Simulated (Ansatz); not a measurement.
Space group Pm-3m (No. 221). a = 2.823 Å, b = 2.823 Å, c = 2.823 Å, α = 90.00°, β = 90.00°, γ = 90.00°
```
atom site symmetry x y z
  Al    1a m-3m  0.0000  0.0000  0.0000
  Co    1b m-3m  0.5000  0.5000  0.5000
```

Equation of state of this AlCo structure (not necessarily the ground state), with shape and atoms relaxed at each volume where symmetry leaves them free. It has no gap at any of these volumes. Theory: DFT PBEsol, scalar-relativistic, plane waves, PAW in Ansatz.

Plane waves to 420 eV, a k mesh through Γ of 14×14×14 on the computed 2-atom cell and Gaussian smearing (0.10 eV); no spin polarisation.

| V (Å³/atom) | E − E(largest V) (meV/atom) | P (GPa) |
| --- | --- | --- |
| 10.569 | 5.06 | 13.68 |
| 10.906 | -15.73 | 6.30 |
| 11.244 | -22.16 | 0.01 |
| 11.581 | -16.32 | -5.37 |
| 11.918 | 0.00 | -9.97 |

Task: Fit a third-order Birch–Murnaghan equation to E(V).

Result: V0 = 11.24 Å³/atom, B0 = 194 GPa, B0' = 4.2.